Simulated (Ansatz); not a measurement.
## TePb under changes of volume

One of the cells (33.730 Å³/atom); the others are scaled copies at fixed shape and fractional positions:

```
CELL_PARAMETERS angstrom
0.00000 3.23100 3.23100
3.23100 0.00000 3.23100
3.23100 3.23100 0.00000
ATOMIC_POSITIONS crystal
Pb 0.00000 0.00000 0.00000
Te 0.50000 0.50000 0.50000
```

| Quantity | Value |
| --- | --- |
| Program | Ansatz 0.2.0 |
| Functional | PBE |
| Potentials or basis | all-electron LAPW, scalar-relativistic |
| Cutoff | 194 eV (chosen from the basis error) |
| Basis error allowed | 0.0005 eV/atom |
| k mesh | 7 × 7 × 7 |
| Occupations | fermi-dirac, width 0.05 eV |
| Spin | no spin polarisation |

```csv
volume (Å³/atom),energy over the lowest point (meV/atom),pressure (GPa)
31.706,?,?
32.380,36.97,4.3
33.055,21.47,3.1
33.730,10.45,2.1
34.404,3.46,1.2
35.079,0.10,0.4
35.753,0.00,-0.3
```

Question: What does the run at 31.706 Å³/atom give?

Answer: Energy over the lowest point 57.45 meV/atom; pressure 5.5 GPa.

Worked out: A Birch-Murnaghan fit of order 3 (a polynomial in V^(-2/3)) to the other rows has its minimum at 35.43 Å³/atom with B0 = V·E''(V) = 39 GPa and B' = 4.4. It gives 57.41 meV/atom at 31.706 Å³/atom, against the run's 57.45, and -dE/dV = 5.5 GPa, against 5.5.

Energies are extrapolated to zero smearing.
